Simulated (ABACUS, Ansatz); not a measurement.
## CaO: equilibrium volume by level of theory

```yaml
crystal:
  lattice:
    - [0.00000, 2.40356, 2.40356]
    - [2.40356, 0.00000, 2.40356]
    - [2.40356, 2.40356, 0.00000]
  atoms:
    - { symbol: Ca, position: [0.00000, 0.00000, 0.00000] }
    - { symbol: O, position: [0.50000, 0.50000, 0.50000] }
```

| rung | level | program and potentials | cutoff (eV) | k mesh | smearing | task | core time | chip | equilibrium volume (Å³/atom) | miss | notes |
| --- | --- | --- | --- | --- | --- | --- | --- | --- | --- | --- | --- |
| GGA + dispersion | PBE+D3(BJ) | Ansatz, Ansatz PAW | 420 | 10 × 10 × 10 | fermi-dirac 0.05 | relaxation of cell and atoms | 6.2 s | Arm Neoverse V1 | (a) | ? | - |
| GGA + dispersion | RPBE+D3(BJ) | Ansatz, Ansatz PAW | 420 | 10 × 10 × 10 | fermi-dirac 0.05 | relaxation of cell and atoms | 7.3 s | Arm Neoverse V1 | 12.00 | -13.7 % | potentials made for PBE, which Ansatz adapts in part |
| hybrid | PBE0 | Ansatz, Ansatz PAW | 420 | 5 × 5 × 5 | fermi-dirac 0.05 | relaxation of cell and atoms | 32 s | Arm Neoverse V1 | 13.80 | -0.8 % | coarse mesh; potentials made for PBE, which Ansatz adapts in part |
| hybrid | HSE06 | Ansatz, Ansatz PAW | 420 | 5 × 5 × 5 | fermi-dirac 0.05 | relaxation of cell and atoms | 34 s | Arm Neoverse V1 | 13.81 | -0.7 % | coarse mesh; potentials made for PBE, which Ansatz adapts in part |
| hybrid | HSE03 | Ansatz, Ansatz PAW | 420 | 5 × 5 × 5 | fermi-dirac 0.05 | relaxation of cell and atoms | 42 s | Intel Xeon Platinum 8259CL Skylake/Cascade Lake | 13.82 | -0.6 % | coarse mesh; potentials made for PBE, which Ansatz adapts in part |
| hybrid | PBEsol0 | Ansatz, Ansatz PAW | 420 | 5 × 5 × 5 | fermi-dirac 0.05 | relaxation of cell and atoms | 54 s | Arm Neoverse V1 | 13.42 | -3.5 % | coarse mesh; potentials made for PBE, which Ansatz adapts in part |
| hybrid | HSEsol | Ansatz, Ansatz PAW | 420 | 5 × 5 × 5 | fermi-dirac 0.05 | relaxation of cell and atoms | 56 s | Arm Neoverse V1 | 13.42 | -3.5 % | coarse mesh; potentials made for PBE, which Ansatz adapts in part |
| Hartree-Fock | HF | Ansatz, Ansatz PAW | 420 | 5 × 5 × 5 | fermi-dirac 0.05 | relaxation of cell and atoms | 67 s | Arm Neoverse V1 | 14.33 | +3.0 % | coarse mesh; potentials made for PBE, which Ansatz adapts in part |
| GGA | PBE | ABACUS, PseudoDojo NC SR 0.4.1 PBE standard, plane waves | 1143 | 10 × 10 × 10 | fermi-dirac 0.05 | equation of state | 3.9 min | Intel Xeon Platinum 8488C Sapphire Rapids | 14.06 | +1.1 % | - |

Times are single runs on shared hosts and different chips, so they are rough; meshes, cutoffs and the tasks' sizes weigh on the time. All rows: no spin polarisation. Smearing widths are in eV. Meshes differ between rows, which moves values too. Meshes are those of the run's cell of 2 atoms unless a note names another. Relaxations start from the cell shown or near it and stop with a little pressure left. Misses use the values as printed. Runs on faulty files, with rough fits or with known faults for this quantity aren't shown. No row holds spin-orbit coupling.

Measured: 13.91 Å³/atom (a printed reference work). The runs are for a static lattice.

**Question.** Estimate the value left out from the other rows.

**Answer.** (a) 13.68 Å³/atom, miss -1.7 %.
